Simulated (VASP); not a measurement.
# Al2O3 (Corundum) (R-3c) in VASP: settings compared

Aim: see how the results for Al2O3 (Corundum) move with the level of theory and the settings. Levels: LDA, PBEsol. Tasks: relaxation of cell and atoms.

All numbers are computed with VASP 6.6.1; they aren't measurements. Logs are shortened: lines on timing, memory, paths and dates and some standing lists are left out, and cuts for length are marked.

## 1. The crystal as given

The structure is trigonal, space group R-3c (No. 167). Conventional cell: a = 4.760 Å, b = 4.760 Å, c = 12.996 Å, α = 90.00°, β = 90.00°, γ = 120.00°. Al (site symmetry 3) is surrounded by 6 O at 1.85 to 1.97 Å. O (site symmetry 2) is surrounded by 4 Al at 1.85 to 1.97 Å.

## 2. Relaxation of cell and atoms, LDA, target pressure 113 GPa, at which the enthalpy is minimised

Contents of INCAR:

```
SYSTEM = Al2O3
PREC = Accurate
ENCUT = 600
EDIFF = 1E-6
ISMEAR = 0
SIGMA = 0.03
LREAL = .False.
LASPH = .True.
NELM = 80
ALGO = Normal
ISIF = 3
LWAVE = .False.
LCHARG = .False.
IBRION = 2
NSW = 90
EDIFFG = -0.01
PSTRESS = 1130.0
KPAR = 2
```

Contents of KPOINTS:

```
regular mesh
0
Gamma
  7 7 7
  0 0 0
```

Contents of POSCAR:

```
Al2O3
1.0
    2.3802500000      1.3742379782      4.3318666667
   -2.3802500000      1.3742379782      4.3318666667
    0.0000000000     -2.7484759565      4.3318666667
Al O
4 6
Direct
    0.3521600000      0.3521600000      0.3521600000
    0.1478400000      0.1478400000      0.1478400000
    0.6478400000      0.6478400000      0.6478400000
    0.8521600000      0.8521600000      0.8521600000
    0.5566800000      0.9433200000      0.2500000000
    0.2500000000      0.5566800000      0.9433200000
    0.9433200000      0.2500000000      0.5566800000
    0.4433200000      0.0566800000      0.7500000000
    0.7500000000      0.4433200000      0.0566800000
    0.0566800000      0.7500000000      0.4433200000
```

Potentials or basis: VASP PAW LDA potentials, release 64 (Al, O).

The run is started by

```console
$ cat potpaw_LDA.64/Al/POTCAR potpaw_LDA.64/O/POTCAR > POTCAR
$ mpirun -np 2 vasp_std > vasp.out
```

OUTCAR:

```text
SYSTEM = Al2O3
   PREC = Accurate
   ENCUT = 600
   EDIFF = 1E-6
   ISMEAR = 0
   LREAL = .False.
   LASPH = .True.
   NELM = 80
   ISIF = 3
   IBRION = 2
   NSW = 90
   EDIFFG = -0.01
   PSTRESS = 1130.0

 ion  position               nearest neighbor table
   1  0.352  0.352  0.352-   9 1.85  10 1.85   8 1.85   7 1.97   5 1.97   6 1.97   2 2.66   3 2.79
                             3 2.79   3 2.79   2 3.22   2 3.22   2 3.22
   2  0.148  0.148  0.148-  10 1.85   9 1.85   8 1.85   6 1.97   5 1.97   7 1.97   1 2.66   4 2.79
                             4 2.79   4 2.79   1 3.22   1 3.22   1 3.22
   3  0.648  0.648  0.648-   6 1.85   7 1.85   5 1.85  10 1.97   8 1.97   9 1.97   4 2.66   1 2.79
                             1 2.79   1 2.79   4 3.22   4 3.22   4 3.22
   4  0.852  0.852  0.852-   7 1.85   6 1.85   5 1.85   9 1.97   8 1.97  10 1.97   3 2.66   2 2.79
                             2 2.79   2 2.79   3 3.22   3 3.22   3 3.22
   5  0.557  0.943  0.250-   3 1.85   4 1.85   1 1.97   2 1.97
   6  0.250  0.557  0.943-   3 1.85   4 1.85   2 1.97   1 1.97
   7  0.943  0.250  0.557-   4 1.85   3 1.85   1 1.97   2 1.97
   8  0.443  0.057  0.750-   1 1.85   2 1.85   3 1.97   4 1.97
   9  0.750  0.443  0.057-   1 1.85   2 1.85   4 1.97   3 1.97
  10  0.057  0.750  0.443-   2 1.85   1 1.85   3 1.97   4 1.97

  LATTYP: Found a trigonal (rhomboedric) cell.
 ALAT       =     5.1302230849
 COS(alpha) =     0.5694707703

  Lattice vectors:

 A1 = (   2.3802500000,   1.3742379782,   4.3318666667)
 A2 = (  -2.3802500000,   1.3742379782,   4.3318666667)
 A3 = (   0.0000000000,  -2.7484759565,   4.3318666667)

Analysis of symmetry for initial positions (statically):
=====================================================================
 Subroutine PRICEL returns:
 Original cell was already a primitive cell.

 Routine SETGRP: Setting up the symmetry group for a
 trigonal (rhombohedral) supercell.

 Subroutine GETGRP returns: Found 12 space group operations
 (whereof  6 operations were pure point group operations)
 out of a pool of 12 trial point group operations.

The static configuration has the point symmetry S_6 .
 The point group associated with its full space group is D_3d.

Analysis of symmetry for dynamics (positions and initial velocities):
=====================================================================
 Subroutine PRICEL returns:
 Original cell was already a primitive cell.

 Routine SETGRP: Setting up the symmetry group for a
 trigonal (rhombohedral) supercell.

 Subroutine GETGRP returns: Found 12 space group operations
 (whereof  6 operations were pure point group operations)
 out of a pool of 12 trial point group operations.

The dynamic configuration has the point symmetry S_6 .
 The point group associated with its full space group is D_3d.

 Subroutine INISYM returns: Found 12 space group operations
 (whereof  6 operations are pure point group operations),
 and found     1 'primitive' translations

----------------------------------------------------------------------------------------

                                     Primitive cell

  volume of cell :      85.0180

  direct lattice vectors                    reciprocal lattice vectors
     2.380250000  1.374237978  4.331866667     0.210061968  0.121279334  0.076949121
    -2.380250000  1.374237978  4.331866667    -0.210061968  0.121279334  0.076949121
     0.000000000 -2.748475957  4.331866667     0.000000000 -0.242558668  0.076949121

  length of vectors
     5.130223085  5.130223085  5.130223085     0.254471756  0.254471756  0.254471756

  position of ions in fractional coordinates (direct lattice)
     0.352160000  0.352160000  0.352160000
     0.147840000  0.147840000  0.147840000
     0.647840000  0.647840000  0.647840000
     0.852160000  0.852160000  0.852160000
     0.556680000  0.943320000  0.250000000
     0.250000000  0.556680000  0.943320000
     0.943320000  0.250000000  0.556680000
     0.443320000  0.056680000  0.750000000
     0.750000000  0.443320000  0.056680000
     0.056680000  0.750000000  0.443320000

  ion indices of the primitive-cell ions
   primitive index   ion index
                 1           1
                 2           2
                 3           3
                 4           4
                 5           5
                 6           6
                 7           7
                 8           8
                 9           9
                10          10

----------------------------------------------------------------------------------------

 KPOINTS: regular mesh

Automatic generation of k-mesh.
 Grid dimensions read from file:
 generate k-points for:    7    7    7

 Generating k-lattice:

  Cartesian coordinates                     Fractional coordinates (reciprocal lattice)
     0.030008853  0.017325619  0.010992732     0.142857143  0.000000000  0.000000000
    -0.030008853  0.017325619  0.010992732     0.000000000  0.142857143  0.000000000
     0.000000000 -0.034651238  0.010992732     0.000000000  0.000000000  0.142857143

  Length of vectors
     0.036353108  0.036353108  0.036353108

  Shift w.r.t. Gamma in fractional coordinates (k-lattice)
     0.000000000  0.000000000  0.000000000

 Subroutine IBZKPT returns following result:
 ===========================================

 Found     44 irreducible k-points:

 Following reciprocal coordinates:
            Coordinates               Weight
  0.000000  0.000000  0.000000      1.000000
  0.142857  0.000000 -0.000000      6.000000
  0.285714  0.000000 -0.000000      6.000000
  0.428571 -0.000000 -0.000000      6.000000
  0.142857  0.142857 -0.000000      6.000000
  0.285714  0.142857  0.000000     12.000000
[... 16 lines left out ...]
  0.285714  0.285714  0.142857      6.000000
  0.428571  0.285714  0.142857     12.000000
 [... further k-points ...]
   k-points           NKPTS =     44   k-points in BZ     NKDIM =     44   number of bands    NBANDS=     30
   number of dos      NEDOS =    301   number of ions     NIONS =     10
   total plane-waves  NPLWV =  74088
   dimension x,y,z NGX =    42 NGY =   42 NGZ =   42
   dimension x,y,z NGXF=    84 NGYF=   84 NGZF=   84
   ions per type =               4   6
   NGX,Y,Z   is equivalent  to a cutoff of  13.61, 13.61, 13.61 a.u.
   NGXF,Y,Z  is equivalent  to a cutoff of  27.22, 27.22, 27.22 a.u.
 SYSTEM =  Al2O3
   PREC   = accura    normal or accurate (medium, high low for compatibility)
   ISTART =      0    job   : 0-new  1-cont  2-samecut
   ICHARG =      2    charge: 1-file 2-atom 10-const
   ISPIN  =      1    spin polarized calculation?
   LNONCOLLINEAR =      F non collinear calculations
   LSORBIT =      F    spin-orbit coupling
   LASPH  =      T    aspherical Exc in radial PAW
   ENCUT  =  600.0 eV  44.10 Ry    6.64 a.u.  10.25 10.25 10.25*2*pi/ulx,y,z
   NELM   =     80;   NELMIN=  2; NELMDL= -5     # of ELM steps
   EDIFF  = 0.1E-05   stopping-criterion for ELM
   LREAL  =      F    real-space projection
   EDIFFG = -.1E-01   stopping-criterion for IOM
   NSW    =     90    number of steps for IOM
   IBRION =      2    ionic relax: 0-MD 1-quasi-New 2-CG
   NFREE  =      1    steps in history (QN), initial steepest desc. (CG)
   ISIF   =      3    stress and relaxation
   ISYM   =      2    0-nonsym 1-usesym 2-fastsym
   POTIM  = 0.5000    time-step for ionic-motion
   TEBEG  =    0.0;   TEEND  =   0.0 temperature during run
   PSTRESS= 1130.0 pullay stress
   NELECT =      48.0000    total number of electrons
   NUPDOWN=      -1.0000    fix difference up-down
   EMIN   =  10.00;   EMAX   =-10.00  energy-range for DOS
   EFERMI =   0.00;   METHOD = LEGACY
   ISMEAR =     0;   SIGMA  =   0.03  broadening in eV -4-tet -1-fermi 0-gaus
   EFERMI_NEDOS =   21; number of points for ismear=-14 and -15
   IALGO  =     38    algorithm
   IMIX   =      4    mixing-type and parameters
     AMIX     =   0.40;   BMIX     =  1.00
     AMIX_MAG =   1.60;   BMIX_MAG =  1.00
  volume/ion in A,a.u.               =       8.50        57.37
  Fermi-wavevector in a.u.,A,eV,Ry     =   1.353064  2.556920 24.909299  1.830782
  Thomas-Fermi vector in A             =   2.480350
   LORBIT       =      0    0 simple, 1 ext, 2 COOP (PROOUT), +10 PAW based schemes
   GGA     = CA    functional components
   LHFCALC =     F    Hartree Fock is set to
   AEXX    =    0.0000 exact exchange contribution
   IVDW    =     0    specifies the selected vdW correction
   LEPSILON=     F    determine dielectric tensor
   LRPA    =     F    only Hartree local field effects (RPA)
 conjugate gradient relaxation of ions
 non-spin polarized calculation
 Gauss-broadening in eV      SIGMA  =   0.03
  energy-cutoff  :      600.00
  volume of cell :       85.02
 maximum number of plane-waves:      2867
 NGX is ok and might be reduce to    42
   NGX = 21   NGY = 21   NGZ = 21

--------------------------------------- Ionic step        1  -------------------------------------------

 number of electron      48.0000003 magnetization

 Free energy of the ion-electron system (eV)
  ---------------------------------------------------
  ext. energy  EPLUGINS =         0.00000000
  ---------------------------------------------------
  free energy    TOTEN  =       -83.10553339 eV

  energy without entropy =      -83.10553339  energy(sigma->0) =      -83.10553339

------------------------ aborting loop because EDIFF is reached ----------------------------------------

  FORCE on cell =-STRESS in cart. coord.  units (eV):
  Direction    XX          YY          ZZ          XY          YZ          ZX
  --------------------------------------------------------------------------------------
  -------------------------------------------------------------------------------------
  Total       -2.5387650     -2.5387650     -2.7626898      0.0000000      0.0000000      0.0000000
  in kB      -47.8434218    -47.8434218    -52.0633203      0.0000000      0.0000000      0.0000000
  external PRESSURE =   -1179.2500546 kB  Pullay stress =    1130.0000000 kB
[... 33 lines left out ...]
--------------------------------------- Ionic step        2  -------------------------------------------

 number of electron      48.0000001 magnetization

 E-fermi :  27.2598     XC(G=0): -18.4380

 val. band max:       26.9908164532   @ k =   0.0000   0.0000   0.0000
 cond. band min:      37.6564548808   @ k =  -0.4286   0.4286   0.0000
 fundamental gap:     10.6656384277
 Fermi energy:        27.2597618374

 k-point     1 :       0.0000    0.0000    0.0000
  band No.  band energies     occupation
      1      -5.2746      2.00000
      2       4.0158      2.00000
      3       5.4298      2.00000
      4       5.4298      2.00000
      5       5.6914      2.00000
      6       5.6914      2.00000
[... 870 lines left out ...]
  energy  without entropy=      -80.9675648716  energy(sigma->0) =      -80.96756487

  enthalpy is  TOTEN    =       -31.2889719466 eV   P V=       49.6785929250

[... ionic steps 4 to 10 ...]

--------------------------------------- Ionic step       11  -------------------------------------------

 number of electron      47.9999998 magnetization

------------------------ aborting loop because EDIFF is reached ----------------------------------------
[... 87 lines left out ...]
--------------------------------------- Ionic step       13  -------------------------------------------

 number of electron      47.9999998 magnetization

 Free energy of the ion-electron system (eV)
  ---------------------------------------------------
  ext. energy  EPLUGINS =         0.00000000
  ---------------------------------------------------
  free energy    TOTEN  =       -77.75139368 eV

  energy without entropy =      -77.75139368  energy(sigma->0) =      -77.75139368

 E-fermi :   9.8046     XC(G=0): -13.5949

 val. band max:        9.5891301803   @ k =   0.0000   0.0000   0.0000
 cond. band min:      19.2946584428   @ k =   0.0000   0.0000   0.0000
 fundamental gap:      9.7055282625
 Fermi energy:         9.8046434918

 k-point     1 :       0.0000    0.0000    0.0000
  band No.  band energies     occupation
      1     -12.0585      2.00000
      2      -8.2854      2.00000
      3      -7.8970      2.00000
      4      -7.8970      2.00000
      5      -7.4771      2.00000
      6      -7.4771      2.00000
[... 824 lines left out ...]
  energy  without entropy=      -77.7513936822  energy(sigma->0) =      -77.75139368

  enthalpy is  TOTEN    =       -32.3324198558 eV   P V=       45.4189738264

 reached required accuracy - stopping structural energy minimisation
```

It took 7.2 min on 2 MPI ranks of Intel Xeon Platinum 8559C (Emerald Rapids), shared host; peak memory 0.27 GiB.

What came out:

- Free energy: -77.7514 eV
- Relaxed volume: 6.44 Å³/atom
- Relaxed cell: a = 4.655 Å, b = 4.655 Å, c = 4.655 Å, α = 55.81°, β = 55.81°, γ = 55.81°
- Space group after relaxing (to 0.05 Å): R-3c (No. 167)
- Energy change on relaxing (the enthalpy is what falls): +535.4 meV/atom
- Ionic steps: 13
- Pressure after relaxing: 113.0 GPa
- Largest force after relaxing: 0.005 eV/Å
- Band gap on the k mesh: 9.71 eV, direct

Forces on the atoms (eV/Å):
```
Al   0.000  0.000 -0.005
Al   0.000  0.000  0.005
Al   0.000  0.000  0.005
Al   0.000  0.000 -0.005
O   -0.001  0.000  0.000
O    0.001 -0.001  0.000
O    0.001  0.001  0.000
O    0.001  0.000  0.000
O   -0.001  0.001  0.000
O   -0.001 -0.001  0.000
```

Stress tensor (GPa, compression positive):
```
113.09   0.00   0.00
  0.00 113.09   0.00
  0.00   0.00 112.94
```

The path:
| step | energy change (eV) | largest force (eV/Å) | pressure (GPa) | volume (Å³) |
| --- | --- | --- | --- | --- |
| 1 | 0.0000 | 0.1259 | -4.93 | 85.02 |
| 2 | 155.3914 | 6.5972 | 2153.36 | 28.93 |
| 3 | 2.1380 | 0.2738 | 61.86 | 70.44 |
| 4 | 3.5449 | 0.3268 | 85.66 | 67.36 |
| 5 | 5.4228 | 0.3837 | 114.27 | 64.34 |
| 6 | 5.1589 | 0.3764 | 110.40 | 64.72 |
| 7 | 5.2051 | 0.3327 | 110.63 | 64.62 |
| 8 | 5.1792 | 0.1301 | 110.52 | 64.65 |
| 9 | 5.7225 | 0.1654 | 118.36 | 63.89 |
| 10 | 5.3663 | 0.0280 | 113.20 | 64.38 |
| 11 | 5.3701 | 0.0251 | 113.30 | 64.37 |
| 12 | 5.3337 | 0.0365 | 112.73 | 64.43 |
| 13 | 5.3541 | 0.0053 | 113.04 | 64.40 |

Final structure:
```xyz
10
Lattice="2.1785 1.2578 3.9171 -2.1785 1.2578 3.9171 0.0000 -2.5155 3.9171" Properties=species:S:1:pos:R:3 pbc="T T T"
Al    0.0000    0.0000    4.1291
Al    0.0000    0.0000    1.7465
Al    0.0000    0.0000    7.6221
Al    0.0000    0.0000   10.0047
O    -0.8337    1.2578    6.8549
O    -0.6724   -1.3509    6.8549
O     1.5061    0.0932    6.8549
O     0.8337   -1.2578    4.8963
O     0.6724    1.3509    4.8963
O    -1.5061   -0.0932    4.8963
```

Caveat: the cell is relaxed towards a set pressure, so the enthalpy falls and the energy may rise; the volume moved by over 15 % at a fixed basis, so the end points are rough; an odd mesh through Γ misses points on the zone boundary, where band edges often lie.

## 3. Relaxation of cell and atoms, LDA, target pressure 113 GPa, at which the enthalpy is minimised

This run uses another cell than the first one, of 6.44 Å³/atom, 0.757 times its volume.

INCAR, as its differences from that of step 2:

```diff
@@ -3,3 +3,3 @@
 ENCUT = 600
-EDIFF = 1E-6
+EDIFF = 1E-7
 ISMEAR = 0
@@ -15,3 +15,3 @@
 NSW = 90
-EDIFFG = -0.01
+EDIFFG = -0.005
 PSTRESS = 1130.0
```

KPOINTS is that of step 2.

Contents of POSCAR:

```
Al2O3                                   
1.0
    2.1785070491      1.2577616312      3.9170660487
   -2.1785070491      1.2577616312      3.9170660487
   -0.0000000000     -2.5155232624      3.9170660487
  Al              O             
     4     6
Direct
     0.3513779121277842    0.3513779121277842    0.3513779121277836
     0.1486220878722159    0.1486220878722159    0.1486220878722165
     0.6486220878722160    0.6486220878722160    0.6486220878722164
     0.8513779121277840    0.8513779121277840    0.8513779121277836
     0.5586430204463406    0.9413569795536594    0.2500000000000000
     0.2499999999999978    0.5586430204463385    0.9413569795536612
     0.9413569795536615    0.2500000000000022    0.5586430204463388
     0.4413569795536594    0.0586430204463406    0.7500000000000000
     0.7500000000000022    0.4413569795536616    0.0586430204463388
     0.0586430204463384    0.7499999999999978    0.4413569795536612
```

Potentials or basis: VASP PAW LDA potentials, release 64 (Al, O).

The run is started by

```console
$ cat potpaw_LDA.64/Al/POTCAR potpaw_LDA.64/O/POTCAR > POTCAR
$ mpirun -np 2 vasp_std > vasp.out
```

Run time: 81 s. Hardware: 2 MPI ranks of Intel Xeon Platinum 8559C (Emerald Rapids), shared host; peak memory 0.22 GiB.

It converged, with:

```yaml
Free_energy: -77.6460 eV
Relaxed_volume: 6.44 Å³/atom
Relaxed_cell: a = 4.655 Å, b = 4.655 Å, c = 4.655 Å, α = 55.81°, β = 55.81°, γ = 55.81°
Space_group_after_relaxing_to_0.05_Å: R-3c (No. 167)
Energy_change_on_relaxing_the_enthalpy_is_what_falls: +0.6 meV/atom
Ionic_steps: 3
Pressure_after_relaxing: 113.0 GPa
Band_gap_on_the_k_mesh: 9.70 eV, direct
```

Forces in eV/Å, atoms in the order of the input:
```
Al   0.000  0.000  0.002
Al   0.000  0.000 -0.002
Al   0.000  0.000 -0.002
Al   0.000  0.000  0.002
O    0.002  0.000  0.000
O   -0.001  0.002  0.000
O   -0.001 -0.002  0.000
O   -0.002  0.000  0.000
O    0.001 -0.002  0.000
O    0.001  0.002  0.000
```

Stress tensor (GPa, compression positive):
```
113.06   0.00   0.00
  0.00 113.06   0.00
  0.00   0.00 112.97
```

Step by step:
```tsv
step	energy change (eV)	largest force (eV/Å)	pressure (GPa)	volume (Å³)
1	0.0000	0.0066	112.94	64.40
2	0.0154	0.0162	113.16	64.38
3	0.0059	0.0021	113.03	64.39
```

Final structure:
```yaml
crystal:
  lattice:
    - [2.17852, 1.25777, 3.91650]
    - [-2.17852, 1.25777, 3.91650]
    - [0.00000, -2.51554, 3.91650]
  atoms:
    - { symbol: Al, position: [0.35137, 0.35137, 0.35137] }
    - { symbol: Al, position: [0.14863, 0.14863, 0.14863] }
    - { symbol: Al, position: [0.64863, 0.64863, 0.64863] }
    - { symbol: Al, position: [0.85137, 0.85137, 0.85137] }
    - { symbol: O, position: [0.55863, 0.94137, 0.25000] }
    - { symbol: O, position: [0.25000, 0.55863, 0.94137] }
    - { symbol: O, position: [0.94137, 0.25000, 0.55863] }
    - { symbol: O, position: [0.44137, 0.05863, 0.75000] }
    - { symbol: O, position: [0.75000, 0.44137, 0.05863] }
    - { symbol: O, position: [0.05863, 0.75000, 0.44137] }
```

Levels at points of the mesh, in eV from the valence-band top:
```tsv
k point	band 20	band 21	band 22	band 23	band 24	band 25	band 26	band 27	band 28	band 29
(0.00, 0.00, 0.00)	-1.03	-1.03	-0.29	-0.29	0.00	9.70	10.88	13.59	13.84	13.84
```

Caveat: the cell is relaxed towards a set pressure, so the enthalpy falls and the energy may rise; an odd mesh through Γ misses points on the zone boundary, where band edges often lie.

(Part 1 of 2 ends here.)
